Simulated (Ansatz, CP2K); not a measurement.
# AlRu: 3 runs at one level of theory

```
CELL_PARAMETERS angstrom
2.99160 0.00000 0.00000
0.00000 2.99160 0.00000
0.00000 0.00000 2.99160
ATOMIC_POSITIONS crystal
Ru 0.50000 0.50000 0.50000
Al 0.00000 0.00000 0.00000
```

Alike in all runs: task equation of state; functional LDA; k mesh 9 × 9 × 9; occupations fermi-dirac, width 0.05 eV; no spin polarisation; no spin-orbit coupling. LDA stands for any of its common fits.

| program and potentials | plane-wave cutoff (eV) | notes | equilibrium volume (Å³/atom) | bulk modulus (GPa) |
| --- | --- | --- | --- | --- |
| Ansatz, Ansatz PAW | 420 | potentials made for PBE, which Ansatz adapts in part | 12.88 | 232.3 |
| CP2K, GTH_POTENTIALS Ru GTH-PADE-q16, Al GTH-PADE-q3; TZVP-MOLOPT-PBE-GTH basis | - | atomic basis | 12.84 | 237.3 |
| Ansatz, all-electron LAPW, scalar-relativistic | - | - | 12.88 | 232.0 |

The equilibrium volume spans 12.84 (CP2K, GTH_POTENTIALS Ru GTH-PADE-q16, Al GTH-PADE-q3; TZVP-MOLOPT-PBE-GTH basis) to 12.88 Å³/atom (Ansatz, Ansatz PAW), with all-electron results at 12.88. The bulk modulus spans 232.0 (Ansatz, all-electron LAPW, scalar-relativistic) to 237.3 GPa (CP2K, GTH_POTENTIALS Ru GTH-PADE-q16, Al GTH-PADE-q3; TZVP-MOLOPT-PBE-GTH basis), with all-electron results at 232.0. Rows in atomic bases carry the error of their basis and grid, which can be large. For a metal such a mesh isn't converged, which the comparison doesn't need.

The functional is the same throughout but for its coding, so the spread measures potentials, basis and numerics; runs on potential files found faulty are left out.
